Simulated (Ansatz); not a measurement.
# Sn (Fd-3m) in Ansatz: further runs

The runs below take Sn through relaxation of cell and atoms, with r2SCAN+D3(BJ)-ATM, r2SCAN+D4, r2SCAN+rVV10.

Program: Ansatz 0.2.0. These are calculated values, not measurements. Logs are shortened: lines on timing, memory, paths and dates and some standing lists are left out, and cuts for length are marked.

### Step 1. The structure

The structure is cubic, space group Fd-3m (No. 227). Conventional cell: a = 6.467 Å, b = 6.467 Å, c = 6.467 Å, α = 90.00°, β = 90.00°, γ = 90.00°. Around Sn (site symmetry -43m) lie 4 Sn at 2.80 Å.

This isn't the form of Sn at room conditions, which is tetragonal (white tin).

### Step 2. Relaxation of cell and atoms, r2SCAN+D3(BJ)-ATM

input.yaml reads:

```yaml
crystal:
  lattice:
    - [0.0, 3.2333428, 3.2333428]
    - [3.2333428, 0.0, 3.2333428]
    - [3.2333428, 3.2333428, 0.0]
  atoms:
    - { symbol: Sn, position: [0.75, 0.75, 0.75] }
    - { symbol: Sn, position: [0.5, 0.5, 0.5] }
hamiltonian:
  xc: r2scan
  pseudopotentials: { kind: paw }
  dispersion: d3bjatm
kpoints:
  mp_grid: { grid: [7, 7, 7] }
scf:
  occupations: { method: fermi_dirac, width: 0.05 }
output:
  forces: true
  stress: true
  eigenvalues: true
relax:
  f_tol: 0.01
  max_steps: 40
  cell: { stress_tol: 0.05 }
```

Potentials or basis: Ansatz PAW.

On the command line:

```bash
> ansatz run input.yaml --threads 2 --pin off --max-ram 5632MiB --backend cpu --events-out ev --progress --plain --runs-dir out
```

Log:

```text
Warning: RAYON_NUM_THREADS=2 ignored (pool sized by the plan → 2); use --threads N
Engine: ansatz 0.2.0, aarch64-unknown-linux-gnu
Pseudopotentials: kind: paw
Pseudopotential: Sn, paw, valence charge 14, recommended cutoff 500 eV (meta_gga), Sn.paw.azcp
Functional definition: r2SCAN
  parameter k0 = 0.174
  parameter k1 = 0.065
  parameter a1 = 4.9479
  exchange = r2scan_x(k0 = k0, k1 = k1, a1 = a1)
  correlation = r2scan_c
Crystal: 2 atoms, lattice volume = 67.606 Å³
Basis set: ecut = 500 eV, 1759 PW (Γ), exchange–correlation on 144×144×144 points (64 copies of the dense FFT grid, shifted against one another)
Bands: 18, of which v1, the nominal top of the filled ones, is band 14 counted from 1 (13 counted from 0)
Symmetry: 48 space group operations
Space group: Fd-3m (ITA 227), of the structure as read, at distance tolerance 4.1e-5 Å
k-points: 20 of 343
Non-local potential: Sn, projectors of the file, l = 0: 2, l = 1: 2, l = 2: 2, l = 3: 2
PAW form: soft (Blöchl's): semilocal exchange-correlation on the pseudo side does not see the compensation charge
PAW frozen core: Sn, regenerated for the run's functional (the file was generated under x = pbe(κ = 0.804, μ = 0.2195149727645171), c = pbe(β = 0.06672455060314922))
PAW one-centre angular grid: Sn, 590 points (default); XC on 249 of its mesh's 2787 points in the sphere
Initial density: superposition of atomic densities (neutral atoms: chi_scale 0, normalization atom), corrected by the library's trained network
Initial wavefunctions: pseudopotential atomic-orbital guess
Functional: x = r2scan, c = r2scan; τ floored in thin density (d = 2e-4 eV/Å³)
SCF iter   1: F=—  HF=-12077.507797 eV  |F-HF|=—  |Δ(HF+E_count)|=         —  Δρ=4.94e-3  dr2=6.73e-3  dr2_τ=5.52e-3  ethr=1.77e-3  ⟨swp⟩=5.9  Hψ=1939  notcnv=0
preconditioner: auto → none  [insulator: Δε(μ)=0.166 eV  Ē_g=21.052 eV  σ=0.050 eV  W_gap=0.51  n_scr=14 (ndim 8)  ℏωp=23.9 eV  f_vac=0.094  D(μ)=0.13/eV (n_scr^D=0)  ε∞_Penn≈2.3]
SCF iter   2: F=—  HF=-12077.517353 eV  |F-HF|=—  |Δ(HF+E_count)|=   9.56e-3  Δρ=1.78e-3  dr2=9.26e-4  dr2_τ=2.07e-5  ethr=2.40e-5  ⟨swp⟩=2.0  Hψ=880  notcnv=0
SCF iter   3: F=—  HF=-12077.517569 eV  |F-HF|=—  |Δ(HF+E_count)|=   2.16e-4  Δρ=6.85e-4  dr2=1.36e-4  dr2_τ=4.84e-6  ethr=3.31e-6  ⟨swp⟩=2.2  Hψ=644  notcnv=0
SCF iter   4: F=—  HF=-12077.517556 eV  |F-HF|=—  |Δ(HF+E_count)|=   1.27e-5  Δρ=5.97e-5  dr2=1.53e-6  dr2_τ=5.83e-8  ethr=4.87e-7  ⟨swp⟩=3.0  Hψ=680  notcnv=0
SCF iter   5: F=—  HF=-12077.517555 eV  |F-HF|=—  |Δ(HF+E_count)|=   1.14e-6  Δρ=7.88e-6  dr2=1.62e-8  dr2_τ=5.91e-10  ethr=5.46e-9  ⟨swp⟩=2.0  Hψ=641  notcnv=0
SCF iter   6: F=-12077.517555 eV  HF=-12077.517555 eV  |F-HF|=6.18e-11  |Δ(HF+E_count)|=   1.72e-8  Δρ=5.80e-7  dr2=1.09e-10  dr2_τ=4.80e-12  ethr=5.80e-11  ⟨swp⟩=2.8  Hψ=1258  notcnv=0
SCF 1 converged in 6 iterations: F = -12077.517555 eV  dr2 = 1.09e-10
relax step   1: F+E_penalty+E_count = -12077.51755506 eV  Δ(F+E_penalty+E_count) = +0.000e0 eV  max|allowed force component| = 1.503e-17 eV/Å  Δτ_max = 0.0000 Å  P = +1.655 GPa  Ω = 67.606 Å³  (6 SCF iters, dr2 threshold 1.00e-7 eV, accepted)
Crystal: 2 atoms, lattice volume = 71.647 Å³
Basis set: ecut = 500 eV, 1837 PW (Γ), exchange–correlation on 144×144×144 points (64 copies of the dense FFT grid, shifted against one another)
Initial density: handed on by an earlier stage of this run
Initial wavefunctions: those handed on with the density
iter 1 solved again at ethr=7.53e-6 eV; its pass at ethr=3.10e-3 eV (dr2=2.11e-3 eV) is discarded
SCF iter   1: F=—  HF=-12077.463066 eV  |F-HF|=—  |Δ(HF+E_count)|=         —  Δρ=1.26e-3  dr2=2.00e-3  dr2_τ=1.70e-2  ethr=7.53e-6  ⟨swp⟩=2.0  Hψ=2400  notcnv=0
preconditioner: auto → none  [insulator: Δε(μ)=0.337 eV  Ē_g=20.780 eV  σ=0.050 eV  W_gap=0.55  n_scr=14 (ndim 8)  ℏωp=23.2 eV  f_vac=0.116  D(μ)=0.16/eV (n_scr^D=0)  ε∞_Penn≈2.2]
SCF iter   2: F=—  HF=-12077.523666 eV  |F-HF|=—  |Δ(HF+E_count)|=   6.06e-2  Δρ=1.07e-3  dr2=7.09e-4  dr2_τ=4.12e-6  ethr=7.16e-6  ⟨swp⟩=2.9  Hψ=773  notcnv=0
SCF iter   3: F=—  HF=-12077.523921 eV  |F-HF|=—  |Δ(HF+E_count)|=   2.55e-4  Δρ=1.71e-4  dr2=1.78e-5  dr2_τ=3.00e-6  ethr=2.53e-6  ⟨swp⟩=2.0  Hψ=456  notcnv=0
SCF iter   4: F=—  HF=-12077.523933 eV  |F-HF|=—  |Δ(HF+E_count)|=   1.16e-5  Δρ=8.28e-5  dr2=3.15e-6  dr2_τ=9.24e-8  ethr=6.36e-8  ⟨swp⟩=2.0  Hψ=641  notcnv=0
SCF iter   5: F=—  HF=-12077.523934 eV  |F-HF|=—  |Δ(HF+E_count)|=   1.27e-6  Δρ=2.86e-5  dr2=4.28e-7  dr2_τ=8.44e-9  ethr=1.12e-8  ⟨swp⟩=2.0  Hψ=403  notcnv=0
SCF iter   6: F=-12077.523934 eV  HF=-12077.523934 eV  |F-HF|=1.28e-9  |Δ(HF+E_count)|=   3.11e-7  Δρ=2.19e-6  dr2=1.69e-9  dr2_τ=3.26e-11  ethr=7.14e-10  ⟨swp⟩=6.0  Hψ=1571  notcnv=0
SCF 2 converged in 6 iterations: F = -12077.523934 eV  dr2 = 1.69e-9
relax step   2: F+E_penalty+E_count = -12077.52393434 eV  Δ(F+E_penalty+E_count) = -6.379e-3 eV  max|allowed force component| = 6.476e-17 eV/Å  Δτ_max = 0.0000 Å  P = -0.989 GPa  Ω = 71.647 Å³  energy of the carried Pulay correction = -8.142e-5 eV  (6 SCF iters, dr2 threshold 2.00e-7 eV, accepted)
Crystal: 2 atoms, lattice volume = 70.080 Å³
Basis set: ecut = 500 eV, 1807 PW (Γ), exchange–correlation on 144×144×144 points (64 copies of the dense FFT grid, shifted against one another)
iter 1 solved again at ethr=1.03e-6 eV; its pass at ethr=3.10e-3 eV (dr2=2.89e-4 eV) is discarded
SCF iter   1: F=—  HF=-12077.521686 eV  |F-HF|=—  |Δ(HF+E_count)|=         —  Δρ=4.76e-4  dr2=2.75e-4  dr2_τ=2.36e-3  ethr=1.03e-6  ⟨swp⟩=2.2  Hψ=2378  notcnv=0
preconditioner: auto → none  [insulator: Δε(μ)=0.359 eV  Ē_g=20.886 eV  σ=0.050 eV  W_gap=0.58  n_scr=14 (ndim 8)  ℏωp=23.5 eV  f_vac=0.095  D(μ)=0.17/eV (n_scr^D=0)  ε∞_Penn≈2.3]
SCF iter   2: F=—  HF=-12077.529220 eV  |F-HF|=—  |Δ(HF+E_count)|=   7.53e-3  Δρ=4.04e-4  dr2=9.64e-5  dr2_τ=5.97e-7  ethr=9.84e-7  ⟨swp⟩=2.2  Hψ=719  notcnv=0
SCF iter   3: F=—  HF=-12077.529257 eV  |F-HF|=—  |Δ(HF+E_count)|=   3.73e-5  Δρ=8.16e-5  dr2=4.96e-6  dr2_τ=3.99e-7  ethr=3.44e-7  ⟨swp⟩=3.0  Hψ=646  notcnv=0
SCF iter   4: F=—  HF=-12077.529256 eV  |F-HF|=—  |Δ(HF+E_count)|=   1.38e-6  Δρ=3.86e-5  dr2=5.93e-7  dr2_τ=2.35e-8  ethr=1.77e-8  ⟨swp⟩=2.0  Hψ=641  notcnv=0
SCF iter   5: F=-12077.529256 eV  HF=-12077.529256 eV  |F-HF|=2.90e-8  |Δ(HF+E_count)|=   2.10e-7  Δρ=1.13e-5  dr2=5.71e-8  dr2_τ=1.05e-9  ethr=7.14e-10  ⟨swp⟩=6.0  Hψ=1529  notcnv=0
SCF 3 converged in 5 iterations: F = -12077.529256 eV  dr2 = 5.71e-8
relax step   3: F+E_penalty+E_count = -12077.52925600 eV  Δ(F+E_penalty+E_count) = -5.322e-3 eV  max|allowed force component| = 4.915e-17 eV/Å  Δτ_max = 0.0000 Å  P = -0.072 GPa  Ω = 70.080 Å³  energy of the carried Pulay correction = -5.041e-5 eV  (5 SCF iters, dr2 threshold 2.00e-7 eV, accepted)
Crystal: 2 atoms, lattice volume = 69.960 Å³
iter 1 solved again at ethr=1.61e-8 eV; its pass at ethr=3.10e-3 eV (dr2=4.51e-6 eV) is discarded
SCF iter   1: F=—  HF=-12077.529239 eV  |F-HF|=—  |Δ(HF+E_count)|=         —  Δρ=3.37e-5  dr2=1.60e-6  dr2_τ=1.42e-5  ethr=1.61e-8  ⟨swp⟩=3.0  Hψ=2187  notcnv=0
preconditioner: auto → none  [insulator: Δε(μ)=0.358 eV  Ē_g=20.884 eV  σ=0.050 eV  W_gap=0.54  n_scr=14 (ndim 8)  ℏωp=23.5 eV  f_vac=0.097  D(μ)=0.16/eV (n_scr^D=0)  ε∞_Penn≈2.3]
SCF iter   2: F=—  HF=-12077.529283 eV  |F-HF|=—  |Δ(HF+E_count)|=   4.50e-5  Δρ=2.74e-5  dr2=5.01e-7  dr2_τ=3.61e-9  ethr=5.72e-9  ⟨swp⟩=2.2  Hψ=648  notcnv=0
SCF iter   3: F=—  HF=-12077.529284 eV  |F-HF|=—  |Δ(HF+E_count)|=   2.32e-7  Δρ=4.47e-6  dr2=1.29e-8  dr2_τ=1.98e-9  ethr=1.79e-9  ⟨swp⟩=2.2  Hψ=496  notcnv=0
SCF iter   4: F=-12077.529284 eV  HF=-12077.529284 eV  |F-HF|=6.55e-10  |Δ(HF+E_count)|=   3.21e-9  Δρ=2.14e-6  dr2=1.98e-9  dr2_τ=7.66e-11  ethr=4.58e-11  ⟨swp⟩=6.2  Hψ=1643  notcnv=0
SCF 4 converged in 4 iterations: F = -12077.529284 eV  dr2 = 1.98e-9
relax step   4: F+E_penalty+E_count = -12077.52928373 eV  Δ(F+E_penalty+E_count) = -2.773e-5 eV  max|allowed force component| = 5.320e-17 eV/Å  Δτ_max = 0.0000 Å  P = +0.004 GPa  Ω = 69.960 Å³  energy of the carried Pulay correction = -4.801e-5 eV  (4 SCF iters, dr2 threshold 1.28e-8 eV, accepted)
Initial wavefunctions: pseudopotential atomic-orbital guess (no wavefunctions were taken with the density)
iter 1 solved again at ethr=2.90e-7 eV; its pass at ethr=3.10e-3 eV (dr2=8.13e-5 eV) is discarded
SCF iter   1: F=—  HF=-12077.529339 eV  |F-HF|=—  |Δ(HF+E_count)|=         —  Δρ=9.77e-6  dr2=1.14e-8  dr2_τ=4.72e-8  ethr=2.90e-7  ⟨swp⟩=2.6  Hψ=2760  notcnv=0
eigensolver tolerance schedule: the retry pair's looser diagonalisation over-reported the residual by 7156.39 of it (diagonalisation noise at 2.03 of the residual, at the tolerance the schedule requests for it); recorded, not acted on — ethr = c·dr2/N_el stays at c = 1.0e-1
preconditioner: auto → none  [insulator: Δε(μ)=0.357 eV  Ē_g=20.884 eV  σ=0.050 eV  W_gap=0.53  n_scr=14 (ndim 8)  ℏωp=23.5 eV  f_vac=0.098  D(μ)=0.16/eV (n_scr^D=0)  ε∞_Penn≈2.3]
SCF iter   2: F=—  HF=-12077.529340 eV  |F-HF|=—  |Δ(HF+E_count)|=   1.74e-6  Δρ=4.40e-6  dr2=2.86e-9  dr2_τ=7.58e-10  ethr=4.06e-11  ⟨swp⟩=3.7  Hψ=885  notcnv=0
SCF iter   3: F=—  HF=-12077.529340 eV  |F-HF|=—  |Δ(HF+E_count)|=   7.65e-9  Δρ=1.92e-6  dr2=3.73e-10  dr2_τ=1.61e-10  ethr=1.02e-11  ⟨swp⟩=2.9  Hψ=640  notcnv=0
SCF iter   4: F=-12077.529340 eV  HF=-12077.529340 eV  |F-HF|=3.64e-12  |Δ(HF+E_count)|=   1.93e-9  Δρ=1.53e-7  dr2=6.76e-12  dr2_τ=1.69e-12  ethr=1.00e-12  ⟨swp⟩=5.2  Hψ=1879  notcnv=0
SCF 5 converged in 4 iterations: F = -12077.529340 eV  dr2 = 6.76e-12
relax step   5: F+E_penalty+E_count = -12077.52934049 eV  Δ(F+E_penalty+E_count) = -5.676e-5 eV  max|allowed force component| = 4.973e-17 eV/Å  Δτ_max = 0.0000 Å  P = +0.005 GPa  Ω = 69.960 Å³  stress off target by 5.20e-3 GPa  SCF on the basis re-selected at this cell (its energy is not comparable with the rows above)  (4 SCF iters)
basis re-selected at this cell: Δ(F+E_penalty+E_count) = -5.676e-5 eV, ΔP = +0.002 GPa vs the last step (what re-selecting the basis moved, of the pressure what is left beyond the Pulay correction that the steps carried, after the strain that the cell walked since its last selection, with what the two solves' SCF thresholds leave and, on support functions, any second-order correction that the steps lacked; it is no measure of the basis error at this ecutwfc). This SCF's stress stands 5.20e-3 GPa from its target on what of the cell is left free (relax.cell.stress_tol is 5.00e-2 GPa) and its largest allowed force component is 4.97e-17 eV/Å (relax.f_tol is 1.00e-2 eV/Å): within both
SCF converged after 4 iterations
Free energy (F): -12077.529340 eV
Harris-Foulkes:  -12077.529340 eV  (|F-HF|=3.64e-12)
Internal energy: -12077.528051 eV  (E = F + TS)
E sigma→0 (E₀):  -12077.528696 eV
Entropy (-TS):   -0.001290 eV (-0.645 meV/atom)
Fermi energy:    7.463399 eV
--- Per-component energies (eV) ---
  E_band       = -274.215608
  E_kinetic    = 373.618171
  E_local      = -2330.937318  (includes V_loc(G=0)·N_el)
  E_nonlocal   = -64.850518
  E_hartree    = 1337.970660
  E_xc         = -747.874538
  E_vxc        = -207.372964  (∫ρ·V_xc dr)
  E_paw        = -8322.311612  (= ΣΔE_a)
  E_vpaw       = -733.902803  (= ΣTr[D̂ρ^β])
  E_aug_tail   = -0.000001  (compensation charges beyond the density's cutoff)
  E_vtau       = 13.288341  (kinetic-family band-sum trace: ∫τ·v_τ [+ j·A + Jᵃ·Aᵃ] dr)
  E_ewald      = -2324.348560
  E_disp       = -0.264975  (pairwise vdW)
  E_core_change = 1.470640  (= ΣΔE_core)
  E_smearing   = -0.001290  (= −TS)
  E_closure    = -0.000000  (closes the sum)
  Σ components = -12077.529340   (vs F -12077.529340, Δ=0.00e0)
--- Forces (eV/Å), atoms counted from 1 ---
  atom   1  Sn     0.00000000     0.00000000     0.00000000
  atom   2  Sn    -0.00000000    -0.00000000    -0.00000000
  max |Σ_I F_I| component: 4.63e-18 eV/Å
--- Stress (GPa, compression-positive) ---
        0.005197       0.000000      -0.000000
       -0.000000       0.005197       0.000000
       -0.000000       0.000000       0.005197
  P = ⅓ Tr σ = 0.0052 GPa (0.052 kbar)
--- Band table (eV; the first three rows and the last of 20) ---
  k-point 0: bands = ["-14.9497", "-14.9497", "-14.9497", "-14.8892", "-14.8892", "-14.5836", "-14.5836", "-14.5836", "-14.5705", "-14.5705", "-3.5051", "6.9340", "7.4706", "7.4706", "7.4706", "9.6849", "9.6849", "9.6849"]
  k-point 1: bands = ["-14.9628", "-14.9628", "-14.9450", "-14.8705", "-14.8705", "-14.6069", "-14.6069", "-14.5895", "-14.5506", "-14.5506", "-3.3024", "4.9556", "7.1131", "7.1131", "8.1286", "10.1479", "10.1479", "10.6464"]
  k-point 2: bands = ["-14.9783", "-14.9783", "-14.9339", "-14.8438", "-14.8438", "-14.6291", "-14.6291", "-14.6032", "-14.5345", "-14.5345", "-2.7267", "2.7967", "6.5827", "6.5827", "7.8289", "10.7160", "10.7160", "12.7122"]
  k-point 19: bands = ["-15.0226", "-15.0100", "-14.8431", "-14.7753", "-14.7556", "-14.7234", "-14.7175", "-14.6651", "-14.4978", "-14.4854", "-0.7181", "0.2104", "4.0167", "4.8286", "9.8109", "11.5625", "12.2052", "12.2068"]
--- Relaxed structure (4 steps of the walk, 4 accepted, 1 SCFs on fresh bases) ---
  F+E_penalty+E_count = -12077.52934049 eV   max|allowed force component| = 4.973e-17 eV/Å   (the final SCF, on the basis selected at the relaxed cell)
  cell:  # Å, volume = 69.9603 Å³
    - [4.561950273201834e-34, 3.270448493320608, 3.270448493320608]
    - [3.270448493320608, 1.7451649212667395e-33, 3.270448493320608]
    - [3.270448493320608, 3.270448493320608, 1.2483661480594197e-33]
  atoms:
    - { symbol: Sn, position: [0.7500000000000001, 0.7500000000000001, 0.7500000000000001] }
    - { symbol: Sn, position: [0.5, 0.5, 0.5] }
```

Wall time 10 s (2 threads of Arm Neoverse V2, shared host); peak memory 0.53 GiB.

What came out:

```
Free energy                            : -12077.5293 eV
Relaxed volume                         : 34.98 Å³/atom
Relaxed cell                           : a = 4.625 Å, b = 4.625 Å, c = 4.625 Å, α = 60.00°, β = 60.00°, γ = 60.00°
Space group after relaxing (to 0.05 Å) : Fd-3m (No. 227)
Energy gained by relaxing              : 5.9 meV/atom
Ionic steps                            : 5
Pressure after relaxing                : 0.0 GPa
Band gap on the k mesh                 : none (metal or under the smearing width)
```

Step by step:
| step | energy change (eV) | largest force (eV/Å) | volume (Å³) |
| --- | --- | --- | --- |
| 1 | 0.0000 | 0.0000 | 67.61 |
| 2 | -0.0064 | 0.0000 | 71.65 |
| 3 | -0.0117 | 0.0000 | 70.08 |
| 4 | -0.0117 | 0.0000 | 69.96 |
| 5 | -0.0118 | 0.0000 | 69.96 |

Final structure:
```
CELL_PARAMETERS angstrom
0.00000 3.27045 3.27045
3.27045 0.00000 3.27045
3.27045 3.27045 0.00000
ATOMIC_POSITIONS crystal
Sn 0.75000 0.75000 0.75000
Sn 0.50000 0.50000 0.50000
```

Caveat: the plane-wave basis is chosen anew once the cell has moved, so the energies of steps on either side of that aren't comparable; pairwise dispersion overbinds metals, which lowers pressure and volume; the PAW data sets come from PBE, with cores solved anew for the run's functional, which leaves a small shift of forces and pressure.

(Continued in part 2 of 2.)
